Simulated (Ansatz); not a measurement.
# How FeS2 absorbs and reflects light

Wanted: where FeS2 starts to absorb, how strongly, and its refractive index.

Program: Ansatz 0.2.0. Level of theory: DFT, PBE, plane-wave PAW, default files, scalar-relativistic, independent-particle optical response without local fields. Results are calculated unless marked as measured.

## 1. Set-up

Symmetry: Pa-3, No. 205, cubic system. The conventional cell has a = 5.418 Å, b = 5.418 Å, c = 5.418 Å, α = 90.00°, β = 90.00°, γ = 90.00°. Fe has 6 S at 2.26 Å nearest. S has 1 S at 2.16 Å and 3 Fe at 2.26 Å nearest. Farther neighbours and most contacts between anions are not listed.

## 2. Spectrum

With the density converged, the vertical transitions are summed over the zone.

input.yaml

```yaml
crystal:
  lattice:
    - [5.4178, 0.0, 0.0]
    - [0.0, 5.4178, 0.0]
    - [0.0, 0.0, 5.4178]
  atoms:
    - { symbol: Fe, position: [0.0, 0.5, 0.5] }
    - { symbol: Fe, position: [0.5, 0.5, 0.0] }
    - { symbol: Fe, position: [0.5, 0.0, 0.5] }
    - { symbol: Fe, position: [0.0, 0.0, 0.0] }
    - { symbol: S, position: [0.38482, 0.11518, 0.88482] }
    - { symbol: S, position: [0.11518, 0.88482, 0.38482] }
    - { symbol: S, position: [0.88482, 0.38482, 0.11518] }
    - { symbol: S, position: [0.61518, 0.61518, 0.61518] }
    - { symbol: S, position: [0.61518, 0.88482, 0.11518] }
    - { symbol: S, position: [0.88482, 0.11518, 0.61518] }
    - { symbol: S, position: [0.11518, 0.61518, 0.88482] }
    - { symbol: S, position: [0.38482, 0.38482, 0.38482] }
kpoints:
  mp_grid: { grid: [4, 4, 4] }
scf:
  occupations: { method: fermi_dirac, width: 0.05 }
hamiltonian:
  xc: pbe
  pseudopotentials: { kind: paw }
output:
  optics:
    e_range: [0, 14]
    de: 0.05
    sigma: 0.15
    nscf_kmesh: { grid: [4, 4, 4] }
    bands: { spectra_wanted_up_to: 14 }
```

Launch:

```console
> ansatz run input.yaml --threads 4 --pin off --max-ram 8192MiB --backend cpu --events-out ev --progress --plain --runs-dir out
```

Numbers of over 12 decimals in the logs are rounded to 6 here.

What it wrote:

```text
Engine: ansatz 0.2.0, x86_64-unknown-linux-gnu
Pseudopotentials: kind: paw
Pseudopotential: Fe, paw, valence charge 16, recommended cutoff 420 eV (normal), Fe.paw.azcp
Pseudopotential: S, paw, valence charge 6, recommended cutoff 420 eV (normal), S.paw.azcp
Functional definition: PBE
  parameter kappa = 0.804
  parameter beta = 0.066725
  exchange = pbe_x(kappa = kappa, mu = beta*pi^2/3)
  correlation = pbe_c(beta = beta)
Crystal: 12 atoms, lattice volume = 159.026 Å³
Basis set: ecut = 420 eV, 3071 PW (Γ)
Bands: 68, of which v1, the nominal top of the filled ones, is band 56 counted from 1 (55 counted from 0)
Symmetry: 24 space group operations
Space group: Pa-3 (ITA 205), of the structure as read, at distance tolerance 5.4e-5 Å
k-points: 11 of 64
Non-local potential: Fe, projectors of the file, l = 0: 3, l = 1: 2, l = 2: 3, l = 3: 1
Non-local potential: S, projectors of the file, l = 0: 2, l = 1: 2, l = 2: 2
PAW form: soft (Blöchl's): semilocal exchange-correlation on the pseudo side does not see the compensation charge
PAW one-centre angular grid: Fe, 590 points (default); XC on 64 Gauss nodes
PAW one-centre angular grid: S, 110 points (default); XC on 64 Gauss nodes
Initial density: superposition of atomic densities (neutral atoms: chi_scale 0, normalization atom), corrected by the library's trained network
Initial wavefunctions: pseudopotential atomic-orbital guess
Functional: x = pbe(κ = 0.804, μ = 0.219515), c = pbe(β = 0.066725)
SCF iter   1: F=—  HF=-25144.686734 eV  |F-HF|=—  |Δ(HF+E_count)|=         —  Δρ=3.98e-3  dr2=9.28e-3  ethr=1.77e-3  ⟨swp⟩=7.4  Hψ=2956  notcnv=0
preconditioner: auto → Resta (q_TF=auto, 2.573 Å⁻¹)  ε∞=13.3  [insulator: Δε(μ)=0.626 eV  Ē_g=7.522 eV  σ=0.050 eV  W_gap=0.99  n_scr=32 (ndim 8)  ℏωp=26.3 eV  f_vac=0.000  D(μ)=0.02/eV (n_scr^D=0)  ε∞_Penn≈13.3]
SCF iter   2: F=—  HF=-25144.681094 eV  |F-HF|=—  |Δ(HF+E_count)|=   5.64e-3  Δρ=2.11e-3  dr2=2.37e-3  ethr=8.29e-6  ⟨swp⟩=2.0  Hψ=1309  notcnv=0
SCF iter   3: F=—  HF=-25144.681854 eV  |F-HF|=—  |Δ(HF+E_count)|=   7.60e-4  Δρ=6.64e-4  dr2=5.41e-4  ethr=2.11e-6  ⟨swp⟩=2.0  Hψ=1101  notcnv=0
SCF iter   4: F=—  HF=-25144.681864 eV  |F-HF|=—  |Δ(HF+E_count)|=   1.02e-5  Δρ=2.08e-4  dr2=6.61e-5  ethr=4.83e-7  ⟨swp⟩=1.9  Hψ=776  notcnv=0
SCF iter   5: F=—  HF=-25144.681871 eV  |F-HF|=—  |Δ(HF+E_count)|=   6.82e-6  Δρ=7.33e-5  dr2=9.10e-6  ethr=5.90e-8  ⟨swp⟩=1.5  Hψ=746  notcnv=0
SCF iter   6: F=—  HF=-25144.681863 eV  |F-HF|=—  |Δ(HF+E_count)|=   8.27e-6  Δρ=1.55e-5  dr2=2.69e-7  ethr=8.12e-9  ⟨swp⟩=2.1  Hψ=947  notcnv=0
SCF iter   7: F=—  HF=-25144.681863 eV  |F-HF|=—  |Δ(HF+E_count)|=   3.51e-8  Δρ=4.40e-6  dr2=1.88e-8  ethr=2.40e-10  ⟨swp⟩=2.4  Hψ=1086  notcnv=0
SCF iter   8: F=—  HF=-25144.681863 eV  |F-HF|=—  |Δ(HF+E_count)|=  9.02e-10  Δρ=1.12e-6  dr2=1.81e-9  ethr=1.68e-11  ⟨swp⟩=2.2  Hψ=957  notcnv=0
SCF iter   9: F=—  HF=-25144.681863 eV  |F-HF|=—  |Δ(HF+E_count)|=  8.00e-11  Δρ=1.54e-7  dr2=2.48e-11  ethr=1.62e-12  ⟨swp⟩=2.0  Hψ=1066  notcnv=0
SCF iter  10: F=-25144.681863 eV  HF=-25144.681863 eV  |F-HF|=3.64e-12  |Δ(HF+E_count)|=  1.09e-11  Δρ=4.03e-8  dr2=2.49e-12  ethr=1.00e-12  ⟨swp⟩=6.3  Hψ=1997  notcnv=0
SCF 1 converged in 10 iterations: F = -25144.681863 eV  dr2 = 2.49e-12
  greatest PAW one-centre occupation: 1.000 electrons in one spin orbital (limit 2), on the Fe atom at site 3 (counted from 0), in its partial waves of l = 0
NSCF: frozen V_eff on 11 k-points
output.optics: what the bands over the 124 summed would add to eps1, eps2 and the energy-loss function is held between a lower and an upper bound (7 Lanczos steps). eps1, eps2 and their loss function (loss_summed_bands) are given on every row as the summed bands alone make them. Along an axis, on a row where the two bounds hold the loss function to about 1 % of the greater of itself and 0.5 % of |1/eps|, its cell (loss_completed) is given, with the completed eps1 and eps2 that it is formed of (a cell that is left empty reads nan in the table and null in the record). The two bounds hold it so along every axis on all 281 rows up to 14.000 eV. [rest of the remark cut]
SCF converged after 10 iterations
Free energy (F): -25144.681863 eV
Harris-Foulkes:  -25144.681863 eV  (|F-HF|=3.64e-12)
Internal energy: -25144.681486 eV  (E = F + TS)
E sigma→0 (E₀):  -25144.681674 eV
Entropy (-TS):   -0.000377 eV (-0.031 meV/atom)
Fermi energy:    13.103920 eV
--- Per-component energies (eV) ---
  E_band       = -928.145839
  E_kinetic    = 2291.153392
  E_local      = -11957.116587  (includes V_loc(G=0)·N_el)
  E_nonlocal   = 1083.227718
  E_hartree    = 5099.197524
  E_xc         = -1259.957736
  E_vxc        = -1323.498942  (∫ρ·V_xc dr)
  E_paw        = -10258.389161  (= ΣΔE_a)
  E_vpaw       = -1220.310088  (= ΣTr[D̂ρ^β])
  E_aug_tail   = 0.003462  (compensation charges beyond the density's cutoff)
  E_ewald      = -10142.800096
  E_smearing   = -0.000377  (= −TS)
  E_closure    = -0.000000  (closes the sum)
  Σ components = -25144.681863   (vs F -25144.681863, Δ=0.00e0)
--- Band table (eV; the first three rows and the last of 11) ---
  k-point 0: bands = [... 52 lower, 12.4088, 12.4088, 12.4088, 12.6736, 13.3092, 14.2665, 14.2665, 14.2665, ... 8 higher]
  k-point 1: bands = [... 52 lower, 12.4046, 12.4888, 12.5669, 12.6995, 13.8442, 14.1518, 14.2911, 14.4165, ... 8 higher]
  k-point 2: bands = [... 52 lower, 12.5726, 12.5726, 12.7025, 12.7025, 14.2723, 14.2723, 14.4400, 14.4400, ... 8 higher]
  k-point 10: bands = [... 52 lower, 12.3704, 12.3704, 12.3704, 12.3704, 14.1661, 14.1661, 14.1661, 14.1661, ... 8 higher]
```

Elapsed: 32 s, on 4 threads of Intel Xeon Platinum 8488C (Sapphire Rapids), shared host; peak memory 1.9 GiB; 2.1 min of CPU time.

Reading the cycles: dr2 is the Hartree energy of the density residual (eV), the measure of convergence; HF is the Harris–Foulkes estimate of the energy, which meets the free energy F at convergence.

This run has no spin polarisation, although Fe can carry a moment.

Read-outs, printed or worked out from the files:

| Quantity | Value |
| --- | --- |
| electronic dielectric constant ε∞, mean over x, y and z (by symmetry where fewer were run) | 20.62 |
| absorption onset, first axis (α over 10⁴ cm⁻¹, or the direct gap if that lies higher) | 1.243 eV |
| main peak of Im epsilon, first axis | 2.045 eV |
| photocurrent from vertical transitions in a film 500 nm thick on a perfect mirror (two passes), AM1.5G, no front reflection, all carriers collected | 41.18 mA/cm² |
| least direct gap on the mesh | 0.6356 eV |
| bands summed | 124 |
| spectra valid up to | 22.08 eV |
| program's estimate of the k-sum error in Im epsilon | 0.07 % |
| electrons in the f-sum | 62.27 |

The Im ε, any direction by photon energy; read off at these points:

```csv
photon energy (eV),"Im ε, any direction"
0.50,0
1.00,0.155
1.50,5.43
2.00,31.7
2.50,27.1
3.00,16.5
3.50,19.1
4.00,12.9
4.50,10.8
5.00,9.70
5.50,10.1
6.00,7.62
6.50,6.09
7.00,8.02
7.25,8.72
7.50,6.96
8.00,4.47
8.50,5.47
9.00,7.32
9.50,7.92
10.00,6.58
10.50,5.57
11.00,4.72
11.50,4.05
12.00,3.35
12.50,2.80
13.00,2.61
13.50,2.51
14.00,2.40
```

Table of Re ε, any direction by photon energy:

| photon energy (eV) | Re ε, any direction |
| --- | --- |
| 0.0 | 20.6 |
| 0.5 | 21.4 |
| 1.0 | 24.6 |
| 1.5 | 34.5 |
| 2.0 | 26.0 |
| 2.5 | 6.52 |
| 3.0 | 5.34 |
| 3.5 | 3.15 |
| 4.0 | -0.911 |
| 4.5 | 0.229 |
| 5.0 | 0.779 |
| 5.5 | -0.0143 |
| 6.0 | -1.91 |
| 6.5 | 1.31 |
| 7.0 | 1.06 |
| 7.5 | -2.12 |
| 8.0 | -0.494 |
| 8.5 | 1.47 |
| 9.0 | 1.48 |
| 9.5 | -0.682 |
| 10.0 | -2.20 |
| 10.5 | -2.30 |
| 11.0 | -2.68 |
| 11.5 | -2.60 |
| 12.0 | -2.55 |
| 12.5 | -2.20 |
| 13.0 | -1.94 |
| 13.5 | -1.78 |
| 14.0 | -1.99 |

Table of loss function −Im 1/ε at q → 0, any direction by energy loss; read off at these points:

```csv
energy loss (eV),"loss function −Im 1/ε at q → 0, any direction"
0.750,1.7e-5
1.000,2.6e-4
1.250,0.00109
1.500,0.00446
1.750,0.0102
2.000,0.0188
2.250,0.0265
2.500,0.0348
2.750,0.0480
3.000,0.0549
3.250,0.0504
3.500,0.0509
3.750,0.0597
4.000,0.0772
4.250,0.0886
4.500,0.0924
4.750,0.104
5.000,0.102
5.250,0.101
5.500,0.0986
5.750,0.106
6.000,0.123
6.250,0.176
6.300,0.181
6.500,0.157
6.750,0.133
7.000,0.123
7.250,0.114
7.500,0.132
7.750,0.179
8.000,0.221
8.100,0.235
8.250,0.213
8.500,0.170
8.750,0.157
9.000,0.131
9.250,0.131
9.500,0.125
9.750,0.129
10.000,0.137
10.250,0.147
10.500,0.153
10.750,0.155
11.000,0.160
11.250,0.170
11.500,0.175
11.750,0.180
12.000,0.189
12.250,0.203
12.500,0.221
12.750,0.240
13.000,0.247
13.250,0.262
13.500,0.266
13.650,0.268
13.750,0.266
14.000,0.247
```

Values under 1 per cm are given as 1. The absorption coefficient, any direction by photon energy:

| photon energy (eV) | absorption coefficient, any direction (1/cm) |
| --- | --- |
| 0.000 | 1 |
| 0.500 | 1 |
| 1.000 | 1585 |
| 1.500 | 70043 |
| 2.000 | 5.5e5 |
| 2.500 | 8.3e5 |
| 3.000 | 7.4e5 |
| 3.500 | 1.0e6 |
| 4.000 | 1.1e6 |
| 4.500 | 1.0e6 |
| 5.000 | 1.1e6 |
| 5.500 | 1.3e6 |
| 6.000 | 1.3e6 |
| 6.500 | 1.0e6 |
| 7.000 | 1.3e6 |
| 7.500 | 1.6e6 |
| 8.000 | 1.3e6 |
| 8.500 | 1.2e6 |
| 9.000 | 1.6e6 |
| 9.500 | 2.0e6 |
| 10.000 | 2.2e6 |
| 10.500 | 2.2e6 |
| 11.000 | 2.2e6 |
| 11.500 | 2.2e6 |
| 12.000 | 2.2e6 |
| 12.500 | 2.1e6 |
| 13.000 | 2.1e6 |
| 13.500 | 2.1e6 |
| 14.000 | 2.3e6 |

Refractive index n and extinction k against photon energy:

| photon energy (eV) | n | k |
| --- | --- | --- |
| 0.0 | 4.54 | 0 |
| 0.5 | 4.62 | 0 |
| 1.0 | 4.96 | 0.0156 |
| 1.5 | 5.89 | 0.461 |
| 2.0 | 5.79 | 2.73 |
| 2.5 | 4.15 | 3.27 |
| 3.0 | 3.37 | 2.45 |
| 3.5 | 3.36 | 2.85 |
| 4.0 | 2.45 | 2.63 |
| 4.5 | 2.35 | 2.30 |
| 5.0 | 2.29 | 2.12 |
| 5.5 | 2.25 | 2.25 |
| 6.0 | 1.72 | 2.21 |
| 6.5 | 1.94 | 1.57 |
| 7.0 | 2.14 | 1.88 |
| 7.5 | 1.60 | 2.17 |
| 8.0 | 1.42 | 1.58 |
| 8.5 | 1.89 | 1.45 |
| 9.0 | 2.12 | 1.73 |
| 9.5 | 1.91 | 2.08 |
| 10.0 | 1.54 | 2.14 |
| 10.5 | 1.36 | 2.04 |
| 11.0 | 1.17 | 2.01 |
| 11.5 | 1.05 | 1.93 |
| 12.0 | 0.910 | 1.84 |
| 12.5 | 0.826 | 1.70 |
| 13.0 | 0.809 | 1.61 |
| 13.5 | 0.805 | 1.56 |
| 14.0 | 0.752 | 1.60 |

From ε follow the optical constants at some laser and lamp lines:

```
wavelength (nm)     n      k  R (%)     1/α
           1550  4.78  0.002   42.8   58 µm
           1064  5.18  0.043   45.8  2.0 µm
            532  4.70  3.182   55.9   13 nm
            405  3.43  2.431   46.3   13 nm
            365  3.46  2.718   49.3   11 nm
            248  2.29  2.116   40.1  9.3 nm
            193  1.84  1.567   30.1  9.8 nm
```

Rows near the edge hang on the gap, which this functional as a rule makes too small, and phonon-assisted absorption is left out.

In reflection the computed colour is light grey: x = 0.319, y = 0.339, luminous reflectivity 56 %.

The f-sum over the summed bands holds 62.3 of the cell's 112 electrons outside the frozen cores. Up to 14 eV the strength has a mean oscillator energy of 4.6 eV, well above the main peak, so higher transitions carry much of it.

## 3. Outcome

| Property | Result |
| --- | --- |
| electronic dielectric constant ε∞, mean over x, y and z (by symmetry where fewer were run) (independent particles) | 20.6 |
| absorption onset, first axis (α over 10⁴ cm⁻¹, or the direct gap if that lies higher) | 1.24 eV |
| main peak of Im epsilon, first axis | 2.05 eV |
| photocurrent from vertical transitions in a film 500 nm thick on a perfect mirror (two passes), AM1.5G, no front reflection, all carriers collected | 41.2 mA/cm² |

At this level (PBE, independent particles) FeS2 has ε∞ = 20.6 and n = 4.78 at 1550 nm; absorption sets in near 1.2 eV, and Im ε peaks at 2.0 eV. The absorption coefficient passes 10⁴ cm⁻¹ only at 1.24 eV, 0.61 eV above the least direct gap: the lowest transitions are weak or forbidden for this polarisation, or few states take part. Distinct maxima of Im ε, read by a parabola through the highest points, lie at 2.05 eV (32), 3.52 eV (19), 7.24 eV (8.7) and 9.43 eV (8.0). The f-sum over the summed bands holds 62.3 of the cell's 112 electrons outside the frozen cores. Up to 14 eV the strength has a mean oscillator energy of 4.6 eV, well above the main peak, so higher transitions carry much of it. In reflection the computed colour is light grey: x = 0.319, y = 0.339, luminous reflectivity 56 %. Excitons and phonon-assisted transitions are missing, and so are local fields; PBE gaps are as a rule too small, which pulls the onset down and ε∞ up. In the base run ε includes the program's bounded estimate of what the bands above those summed add. The run has no spin polarisation; magnetic order or correlation, untested here, could change the spectrum.

[Logs are printed without paths, hosts, clocks, repeated set-up lines and the standing remarks that a program may print on its own settings, such as how far it seeks lower states.]

[Hosts, paths, dates, database ids (printed as entryN), source tags and the programs' standing remarks are cut or masked in the printed files.]
